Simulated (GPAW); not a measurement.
# SnTe (Fm-3m) in GPAW: settings compared

One crystal, SnTe, is run at these levels: r2SCAN, mBEEF, optPBE-vdW; tasks: band structure, equation of state.

All numbers are computed with GPAW 26.7.0; they aren't measurements. Logs are shortened: lines on timing, memory, paths and dates and some standing lists are left out, and cuts for length are marked. The log counts tension as positive stress, the text compression.

**What was measured.**

A printed reference work, textbook reports, for a bulk crystal of SnTe at 300 K: band gap 0.18 eV (direct).

The runs below are set against these values where they give the same quantity.

### Step 1. The crystal as given

Symmetry: Fm-3m, No. 225, cubic system. Conventional cell: a = 6.302 Å, b = 6.302 Å, c = 6.302 Å, α = 90.00°, β = 90.00°, γ = 90.00°. Around Te (site symmetry m-3m) lie 6 Sn at 3.15 Å. Sn (site symmetry m-3m) has 6 Te at 3.15 Å as nearest neighbours.

### Step 2. Band structure, r2SCAN

File run.py:

```python
from ase.dft.bandgap import bandgap
from ase.io import read, write
from ase.units import GPa
from gpaw import GPAW, PW

atoms = read('POSCAR')

calc = GPAW(mode=PW(600),
            xc='MGGA_X_R2SCAN+MGGA_C_R2SCAN',
            kpts={'size': (7, 7, 7), 'gamma': True},
            occupations={'name': 'fermi-dirac', 'width': 0.05},
            nbands=19,
            convergence={'density': 1e-05, 'energy': 1e-05},
            maxiter=150,
            txt='gpaw.txt')
atoms.calc = calc
energy = atoms.get_potential_energy()
forces = atoms.get_forces()
stress = atoms.get_stress()
calc.write('gs.gpw')
write('result.traj', atoms)
print(f'Energy: {energy:.6f} eV')
print('Forces (eV/A):')
print(forces.round(4))
print('Stress (GPa):', (stress / GPa).round(3))
print('Fermi level:', round(calc.get_fermi_level(), 4), 'eV')
print(f'Gap: {bandgap(calc)[0]:.4f} eV, direct: {bandgap(calc, direct=True)[0]:.4f} eV')

path = atoms.cell.bandpath('GXWKGLUWLK,UX', npoints=80, eps=1e-4)
bs_calc = calc.fixed_density(kpts=path, symmetry='off', nbands=32,
                             convergence={'bands': 'CBM+6.0', 'eigenstates': 1e-6}, txt='bands.txt')
bs = bs_calc.band_structure()
bs.write('bs.json')
print(f'Gap on the path: {bandgap(bs_calc)[0]:.4f} eV')
```

File POSCAR:

```
SnTe
1.0
    0.0000000000      3.1508500000      3.1508500000
    3.1508500000      0.0000000000      3.1508500000
    3.1508500000      3.1508500000      0.0000000000
Te Sn
1 1
Direct
    0.5000000000      0.5000000000      0.5000000000
    0.0000000000      0.0000000000      0.0000000000
```

Potentials or basis: GPAW PAW data sets (gpaw-data 1.2.1), pw.

Launch:

```
> OMP_NUM_THREADS=1 python run.py
```

gpaw.txt:

```text
__  _  _
 | _ |_)|_||  |
 |__||  | ||/\| - 26.7.0

Input parameters:
  mode=PW(ecut=600.0),
  convergence={'density': 1e-05, 'energy': 1e-05},
  kpts=MonkhorstPack(size=(7, 7, 7), gamma=True),
  maxiter=150,
  nbands=19,
  occupations=Occupations(name='fermi-dirac', width=0.05),
  xc=XC(name='MGGA_X_R2SCAN+MGGA_C_R2SCAN')

Diagonalizing LCAO Hamiltonian
Converting LCAO to pw mode

                 Te

       Sn

Atoms  # Å, Bohr magnetons
|   | symbol |        x |        y |        z |    initial magnetic moments |
|---|--------|----------|----------|----------|-----------------------------|
| 0 |     Te | 3.150850 | 3.150850 | 3.150850 | ( 0.0000,  0.0000,  0.0000) |
| 1 |     Sn | 0.000000 | 0.000000 | 0.000000 | ( 0.0000,  0.0000,  0.0000) |

Unit cell  # Å
| periodic |        x |        y |        z |  lengths |    angles |
|----------|----------|----------|----------|----------|-----------|
|      yes | 0.000000 | 3.150850 | 3.150850 | 4.455975 | 60.000000 |
|      yes | 3.150850 | 0.000000 | 3.150850 | 4.455975 | 60.000000 |
|      yes | 3.150850 | 3.150850 | 0.000000 | 4.455975 | 60.000000 |

Number of symmetries: 48
Symmetry operations  # r_c * U_cc + t_c -> r_c
|    | kind |            matrix            |
|----|------|------------------------------|
|  0 |  σ   |  1, 0, 0,  1, 0,-1,  1,-1, 0 |
|  1 |  C2  |  1, 0, 0,  1,-1, 0,  1, 0,-1 |
|  2 |  E   |  1, 0, 0,  0, 1, 0,  0, 0, 1 |
|  3 |  σ   |  1, 0, 0,  0, 0, 1,  0, 1, 0 |
|  4 |  C4  |  1, 0,-1,  1, 0, 0,  1,-1, 0 |
|  5 |  S6  |  1, 0,-1,  1,-1, 0,  1, 0, 0 |
|  6 |  σ   |  1, 0,-1,  0, 1,-1,  0, 0,-1 |
|  7 |  C3  |  1, 0,-1,  0, 0,-1,  0, 1,-1 |
|  8 |  S6  |  1,-1, 0,  1, 0, 0,  1, 0,-1 |
|  9 |  C4  |  1,-1, 0,  1, 0,-1,  1, 0, 0 |
| 10 |  C3  |  1,-1, 0,  0,-1, 1,  0,-1, 0 |
| 11 |  σ   |  1,-1, 0,  0,-1, 0,  0,-1, 1 |
| 12 |  σ   |  0, 1, 0,  1, 0, 0,  0, 0, 1 |
| 13 |  C4  |  0, 1, 0,  0, 1,-1, -1, 1, 0 |
| 14 |  C3  |  0, 1, 0,  0, 0, 1,  1, 0, 0 |
| 15 |  S6  |  0, 1, 0, -1, 1, 0,  0, 1,-1 |
| 16 |  C2  |  0, 1,-1,  1, 0,-1,  0, 0,-1 |
| 17 |  σ   |  0, 1,-1,  0, 1, 0, -1, 1, 0 |
| 18 |  S4  |  0, 1,-1,  0, 0,-1,  1, 0,-1 |
| 19 |  C4  |  0, 1,-1, -1, 1, 0,  0, 1, 0 |
| 20 |  C3  |  0, 0, 1,  1, 0, 0,  0, 1, 0 |
| 21 |  σ   |  0, 0, 1,  0, 1, 0,  1, 0, 0 |
| 22 |  S6  |  0, 0, 1,  0,-1, 1, -1, 0, 1 |
| 23 |  C4  |  0, 0, 1, -1, 0, 1,  0,-1, 1 |
| 24 |  S4  |  0, 0,-1,  1, 0,-1,  0, 1,-1 |
| 25 |  C3  |  0, 0,-1,  0, 1,-1,  1, 0,-1 |
| 26 |  C2  |  0, 0,-1,  0,-1, 0, -1, 0, 0 |
| 27 |  S6  |  0, 0,-1, -1, 0, 0,  0,-1, 0 |
| 28 |  S4  |  0,-1, 1,  1,-1, 0,  0,-1, 0 |
| 29 |  C4  |  0,-1, 1,  0, 0, 1, -1, 0, 1 |
| 30 |  C2  |  0,-1, 1,  0,-1, 0,  1,-1, 0 |
| 31 |  σ   |  0,-1, 1, -1, 0, 1,  0, 0, 1 |
| 32 |  C3  |  0,-1, 0,  1,-1, 0,  0,-1, 1 |
| 33 |  S6  |  0,-1, 0,  0, 0,-1, -1, 0, 0 |
| 34 |  S4  |  0,-1, 0,  0,-1, 1,  1,-1, 0 |
| 35 |  C2  |  0,-1, 0, -1, 0, 0,  0, 0,-1 |
| 36 |  C2  | -1, 1, 0,  0, 1, 0,  0, 1,-1 |
| 37 |  S6  | -1, 1, 0,  0, 1,-1,  0, 1, 0 |
| 38 |  S4  | -1, 1, 0, -1, 0, 1, -1, 0, 0 |
| 39 |  C3  | -1, 1, 0, -1, 0, 0, -1, 0, 1 |
| 40 |  S6  | -1, 0, 1,  0, 0, 1,  0,-1, 1 |
| 41 |  C2  | -1, 0, 1,  0,-1, 1,  0, 0, 1 |
| 42 |  C3  | -1, 0, 1, -1, 1, 0, -1, 0, 0 |
| 43 |  S4  | -1, 0, 1, -1, 0, 0, -1, 1, 0 |
[... 82 lines left out ...]
    compensation charges:
      type: gauss
      rc: 0.38  # [Å]
      lmax: 2
    cutoffs:
      filter: 2.23  # [Å]
      core: 2.35  # [Å]
    projectors
    | kind |    occ | energy [eV] | rcut [Å] |
    |------|--------|-------------|----------|
    |   5s |  2.000 |     -10.538 |    1.201 |
    |   5p |  2.000 |      -3.696 |    1.270 |
    |   4d | 10.000 |     -25.845 |    1.185 |
    |    s |        |      16.674 |    1.201 |
    |    p |        |      23.515 |    1.270 |
    |    d |        |       1.367 |    1.185 |

    Using partial waves for Sn as LCAO basis

Reference energy: -352801.376741  # eV

eigensolver:
  PPCG
  Converge bands: occupied
  niter=2

density mixing:
  MSR1-Mixer
  Pratt-step length: 0.05
  Maximum mixing coefficient: 0.75
  Old densities: 10
  SVD Regularization: 0.005
  Good broyden scale: 1.0
  Trust region scale: 1.0
  Backstep threshold: 4.0
  History deletion threshold: 6.0
  Fourier metric: weight=20.0, sigma=0.015

occupation numbers:
  Fermi-Dirac:
    width: 0.0500  # eV

poisson solver:
  ecut: 4800.0  # eV

xc functional:
  name: MGGA_X_R2SCAN+MGGA_C_R2SCAN with 2 nearest neighbor stencil

convergence criteria:
- Maximum integral of absolute [dens]ity change: 1e-05 electrons / valence electron
- Maximum [total energy] change in last 3 cyles: 1e-05 eV / valence electron
- Maximum integral of absolute [eigenst]ate change: 4e-08 eV^2 / valence electron
maximum number of iterations: 150

SCF iterations
|iter     | |      energy | eigst |  dens |
|---------|-|-------------|-------|-------|
|iter:   1| |  -40.085317 | -0.10 |       |
|iter:   2| |  -37.610215 | -1.17 | -1.51 |
|iter:   3| |-15058.693733 | +3.59 | -1.44 |
|iter:   4| |  -21.887703 | +1.50 | +1.08 |
|iter:   5| |  -37.475449 | +0.59 | -0.70 |
|iter:   6| |  -37.623515 | -1.23 | -1.55 |
|iter:   7| |  -37.623419 | -2.97 | -1.98 |
|iter:   8| |  -37.621538 | -3.37 | -2.07 |
|iter:   9| |  -37.623441 | -3.98 | -2.53 |
|iter:  10| |  -37.622673 | -4.61 | -2.33 |
|iter:  11| |  -37.622273 | -4.69 | -2.53 |
|iter:  12| |  -37.622167 | -5.54 | -2.82 |
|iter:  13| |  -37.622101c| -5.55 | -3.04 |
|iter:  14| |  -37.622106c| -6.72 | -3.72 |
|iter:  15| |  -37.622107c| -6.96 | -4.09 |
|iter:  16| |  -37.622106c| -8.29c| -4.74 |
|iter:  17| |  -37.622106c| -9.00c| -5.52c|

Converged in 17 steps
Energy contributions relative to reference atoms: (reference = -352801.376741)

Energy contributions:
  Kinetic:          12.091874
  Coulomb:         -11.684113
  Zero:             -0.200853
  External:          0.000000
  Xc:              -37.828953
  Entropy:          -0.000125
  Spinorbit:         0.000000
  ----------------------------
  Free energy:     -37.622169
  Extrapolated:    -37.622106

dipole moment: (-21.257852, -21.257852, -21.257852)  # |e|*Ang

Fermi level: 6.589
Eigenvalues  # (at kpt = [0.000, 0.000, 0.000])
| band index |      eig [eV] | occ [0-2] |
|------------|---------------|-----------|
|          0 |       -16.263 |     2.000 |
|        ... |               |           |
|          2 |       -16.248 |     2.000 |
|          3 |       -16.248 |     2.000 |
|          4 |       -16.248 |     2.000 |
|          5 |        -6.969 |     2.000 |
|          6 |         1.807 |     2.000 |
|          7 |         4.023 |     2.000 |
[... 9 lines left out ...]
|         17 |        13.629 |     0.000 |
|         18 |        13.745 |     0.000 |

Gap: 0.606 eV
Transition (v -> c):
  (s=0, k=19, n=9, [0.43, 0.43, 0.43]) -> (s=0, k=19, n=10, [0.43, 0.43, 0.43])
No difference between direct/indirect transitions

Forces  # eV/Ang
|       x |        y |        z |
|---------|----------|----------|
| 0.00000 | -0.00000 | -0.00000 |  # Te   0
| 0.00000 | -0.00000 | -0.00000 |  # Sn   1

Stress tensor  # eV/Ang^3
|         x |         y |         z |
|-----------|-----------|-----------|
| -0.008260 |  0.000000 |  0.000000 |
|  0.000000 | -0.008260 | -0.000000 |
|  0.000000 | -0.000000 | -0.008260 |

# Writing to gs.gpw (mode='')
```

stdout:

```text
Energy: -37.622106 eV
Forces (eV/A):
[[ 0. -0. -0.]
 [ 0. -0. -0.]]
Stress (GPa): [-1.323 -1.323 -1.323 -0.     0.     0.   ]
Fermi level: 6.5891 eV
Gap: 0.6058 eV, direct: 0.6058 eV
Gap on the path: 0.0000 eV
```

It took 5.1 min on 1 thread of Arm Neoverse V1, shared host; peak memory 0.45 GiB.

What came out:

```
Free energy             : -37.6222 eV
Pressure                : 1.3 GPa
Band gap along the path : 0.02 eV, direct
```

Levels at the corners of the path, in eV from the Fermi level:
```tsv
point	band 7	band 8	band 9	band 10	band 11	band 12	band 13	band 14
Γ	-4.78	-2.57	-2.57	-2.57	3.37	3.37	3.37	4.92
X	-6.82	-6.05	-4.20	-4.20	2.26	5.05	5.05	6.65
W	-7.82	-5.29	-5.29	-1.10	0.77	4.78	4.78	6.26
K	-7.88	-5.65	-3.68	-3.01	2.98	3.16	4.35	5.75
Γ	-4.78	-2.57	-2.57	-2.57	3.37	3.37	3.37	4.92
L	-8.86	-2.19	-2.19	0.03	0.05	0.20	0.20	8.15
U	-7.88	-5.65	-3.68	-3.01	2.98	3.16	4.35	5.75
W	-7.82	-5.29	-5.29	-1.10	0.77	4.78	4.78	6.26
L	-8.86	-2.19	-2.19	0.03	0.05	0.20	0.20	8.15
K	-7.88	-5.65	-3.68	-3.01	2.98	3.16	4.35	5.75
U	-7.88	-5.65	-3.68	-3.01	2.98	3.16	4.35	5.75
X	-6.82	-6.05	-4.20	-4.20	2.26	5.05	5.05	6.65
```

Caveat: this odd mesh misses L, where the gap lies, so gap, dielectric constants and Born charges aren't listed; the PAW data sets were made with another functional, which shifts forces and pressure a little; spin-orbit coupling is left out, which moves the levels of the heavy elements.

### Step 3. Band structure, r2SCAN, spin-orbit coupling, no magnetisation

File run.py:

```python
import numpy as np
from ase import Atoms
from ase.dft.bandgap import bandgap
from ase.io import write
from ase.units import Bohr, GPa
from gpaw import GPAW, PW
from gpaw.elf import elf_from_dft_calculation
from gpaw.spinorbit import soc_eigenstates

atoms = Atoms(['Te', 'Sn'],
              cell=[[0.0, 3.15085, 3.15085],
                    [3.15085, 0.0, 3.15085],
                    [3.15085, 3.15085, 0.0]],
              scaled_positions=[[0.5, 0.5, 0.5],
                                [0.0, 0.0, 0.0]],
              pbc=True)

calc = GPAW(mode=PW(600),
            xc='MGGA_X_R2SCAN+MGGA_C_R2SCAN',
            kpts={'size': (5, 5, 5), 'gamma': True},
            occupations={'name': 'fermi-dirac', 'width': 0.05},
            nbands=19,
            convergence={'density': 1e-05, 'energy': 1e-05},
            maxiter=150,
            txt='gpaw.txt')
atoms.calc = calc
energy = atoms.get_potential_energy()
forces = atoms.get_forces()
stress = atoms.get_stress()
calc.write('gs.gpw')
write('result.traj', atoms)
print(f'Energy: {energy:.6f} eV')
print('Forces (eV/A):')
print(forces.round(4))
print('Stress (GPa):', (stress / GPa).round(3))
print('Fermi level:', round(calc.get_fermi_level(), 4), 'eV')
print(f'Gap: {bandgap(calc)[0]:.4f} eV, direct: {bandgap(calc, direct=True)[0]:.4f} eV')

# fields on the real-space grid
write('density.cube', atoms, data=calc.get_pseudo_density() * Bohr**3)
write('potential.cube', atoms, data=calc.get_electrostatic_potential())
write('elf.cube', atoms, data=elf_from_dft_calculation(calc).data)

path = atoms.cell.bandpath('GXWKGLUWLK,UX', npoints=60, eps=1e-4)
bs_calc = calc.fixed_density(kpts=path, symmetry='off', nbands=32,
                             convergence={'bands': 'CBM+6.0', 'eigenstates': 1e-6}, txt='bands.txt')
bs = bs_calc.band_structure()
bs.write('bs.json')
print(f'Gap on the path: {bandgap(bs_calc)[0]:.4f} eV')

soc = soc_eigenstates(bs_calc, theta=90, phi=45, ignore_xc_potential=True)
np.savetxt('soc_bands.dat', soc.eigenvalues(), fmt='%.4f')
mesh = soc_eigenstates('gs.gpw', theta=90, phi=45, ignore_xc_potential=True)
np.savetxt('soc_mesh.dat', mesh.eigenvalues(), fmt='%.4f')
print('Fermi level with spin-orbit coupling:', round(mesh.fermi_level, 4), 'eV')
```

Potentials or basis: GPAW PAW data sets (gpaw-data 1.2.1), pw.

Launch:

```
> OMP_NUM_THREADS=1 python run.py
```

Wall time 3.4 min (1 thread of Arm Neoverse V1, shared host); peak memory 0.42 GiB.

Results (log left out):

* Free energy: -37.6162 eV
* Pressure: 1.4 GPa
* Band gap along the path: 0.22 eV, indirect (least direct gap 0.26 eV)

Levels at the corners of the path, in eV from the Fermi level:
```csv
point,band 18,band 19,band 20,band 21,band 22,band 23
Γ,-2.16,-2.16,-2.16,2.85,2.85,3.77
X,-4.34,-3.85,-3.85,2.37,2.37,4.74
W,-5.10,-0.99,-0.99,0.86,0.86,4.78
K,-3.64,-2.85,-2.85,2.90,2.90,3.43
Γ,-2.16,-2.16,-2.16,2.85,2.85,3.77
L,-1.80,-0.08,-0.08,0.18,0.18,0.35
U,-3.64,-2.85,-2.85,2.90,2.90,3.43
W,-5.10,-0.99,-0.99,0.86,0.86,4.78
L,-1.80,-0.08,-0.08,0.18,0.18,0.35
K,-3.64,-2.85,-2.85,2.90,2.90,3.43
U,-3.64,-2.85,-2.85,2.90,2.90,3.43
X,-4.34,-3.85,-3.85,2.37,2.37,4.74
```

Caveat: this odd mesh misses L, where the gap lies, so gap, dielectric constants and Born charges aren't listed; spin-orbit coupling was added after a scalar SCF, so levels and gaps hold it while energy, forces, pressure and moments don't; this program's spin-orbit splittings come out too wide for heavy elements; the PAW data sets were made with another functional, which shifts forces and pressure a little.

### Step 4. Equation of state, mBEEF

File run.py:

```python
from ase.eos import EquationOfState
from ase.io import Trajectory, read
from ase.units import GPa
from gpaw import GPAW, PW

atoms = read('POSCAR')

traj = Trajectory('eos.traj', 'w')
volumes, energies = [], []
for x in [0.94, 0.96, 0.98, 1.0, 1.02, 1.04, 1.06]:
    a = atoms.copy()
    a.set_cell(atoms.cell * x**(1 / 3), scale_atoms=True)
    calc = GPAW(mode=PW(600),
                xc='mBEEF',
                kpts={'size': (6, 6, 6), 'gamma': True},
                occupations={'name': 'fermi-dirac', 'width': 0.05},
                nbands=19,
                convergence={'density': 1e-05, 'energy': 1e-05},
                maxiter=150,
                txt=f'eos-{x:.2f}.txt')
    a.calc = calc
    energies.append(a.get_potential_energy(force_consistent=True))
    volumes.append(a.get_volume())
    p = -a.get_stress()[:3].mean() / GPa
    calc.write(f'eos-{x:.2f}.gpw')
    traj.write(a)
    print(f'{x:.2f} {volumes[-1]:10.4f} A^3 {energies[-1]:14.6f} eV {p:9.3f} GPa', flush=True)

v0, e0, B = EquationOfState(volumes, energies, eos='birchmurnaghan').fit()
print(f'V0 = {v0:.4f} A^3, E0 = {e0:.6f} eV, B0 = {B / GPa:.2f} GPa')
```

POSCAR is that of step 2.

Launch:

```
> OMP_NUM_THREADS=1 python run.py
```

Run time: 9 min. Hardware: 1 thread of Arm Neoverse V1, shared host; peak memory 0.98 GiB.

It converged, with:

```yaml
Equilibrium_volume: "31.57 Å³/atom (rough: see the caveat)"
Bulk_modulus: 41 GPa (rough)
```

Energy against volume, from the lowest point:
| volume (Å³/atom) | energy (meV/atom) |
| --- | --- |
| 29.404 | 21.61 |
| 30.030 | 10.28 |
| 30.656 | 3.21 |
| 31.281 | 0.00 |
| 31.907 | 0.07 |
| 32.532 | 3.12 |
| 33.158 | 8.81 |

Caveat: the points scatter about the fit; the PAW data sets were made with another functional, which shifts forces and pressure a little. The run has no spin-orbit coupling, so splittings on Te are missing.

### Step 5. Equation of state, optPBE-vdW

run.py, as its differences from that of step 4:

```diff
@@ -13,3 +13,3 @@
     calc = GPAW(mode=PW(600),
-                xc='mBEEF',
+                xc={'name': 'optPBE-vdW', 'backend': 'libvdwxc'},
                 kpts={'size': (6, 6, 6), 'gamma': True},
@@ -23,6 +23,5 @@
     volumes.append(a.get_volume())
-    p = -a.get_stress()[:3].mean() / GPa
     calc.write(f'eos-{x:.2f}.gpw')
     traj.write(a)
-    print(f'{x:.2f} {volumes[-1]:10.4f} A^3 {energies[-1]:14.6f} eV {p:9.3f} GPa', flush=True)
+    print(f'{x:.2f} {volumes[-1]:10.4f} A^3 {energies[-1]:14.6f} eV', flush=True)
```

POSCAR is that of step 4.

Launch:

```
> OMP_NUM_THREADS=1 python run.py
```

Run time: 1.8 min. Hardware: 1 thread of Arm Neoverse V1, shared host; peak memory 0.35 GiB.

It converged, with:

```yaml
Equilibrium_volume: "33.75 Å³/atom (rough: see the caveat)"
Bulk_modulus: 41 GPa (rough)
```

Energy against volume, from the lowest point:
```csv
volume (Å³/atom),energy (meV/atom)
29.404,86.46
30.030,61.00
30.656,40.34
31.281,24.37
31.907,12.58
32.532,4.57
33.158,0.00
```

Caveat: the minimum lies outside the volumes run; the PAW data sets were made with another functional, which shifts forces and pressure a little.

### Step 6. The runs side by side

```tsv
task	level	spin	k mesh	band path	band points	spin axis theta (degrees)	spin axis phi (degrees)	pressure (GPa)
band structure	r2SCAN	off	7 × 7 × 7	GXWKGLUWLK,UX	80	-	-	1.3
band structure	r2SCAN	SOC, no magnetisation	5 × 5 × 5	GXWKGLUWLK,UX	60	90	45	1.4
equation of state	mBEEF	off	6 × 6 × 6	-	-	-	-	-
equation of state	optPBE-vdW	off	6 × 6 × 6	-	-	-	-	-
```

Alike in all rows: potentials or basis GPAW PAW data sets (gpaw-data 1.2.1), pw; cell as given; cutoff (eV) 600; smearing fermi-dirac 0.05 eV.

Caveats: the PAW data sets were made with another functional, which shifts forces and pressure a little; spin-orbit coupling is left out, which moves the levels of the heavy elements (some runs); spin-orbit coupling was added after a scalar SCF, so levels and gaps hold it while energy, forces, pressure and moments don't (some runs); this program's spin-orbit splittings come out too wide for heavy elements (some runs); the points scatter about the fit (some runs); the minimum lies outside the volumes run (some runs).

Absolute energies hang on the potentials; compare differences alone.

### Step 7. Against experiment

Step 2. Measured gap of SnTe: 0.18 eV (direct; 300 K; a printed reference work, textbook). This calculation gives 0.02 eV (-0.16 eV). Spin-orbit coupling on Sn, Te is left out. The value is that of r2SCAN, without temperature or zero-point motion.

Step 3. Against the measured gap of SnTe, 0.18 eV (direct; 300 K; a printed reference work, textbook), the calculated 0.22 eV is off by +0.04 eV. The value is that of r2SCAN, without temperature or zero-point motion.
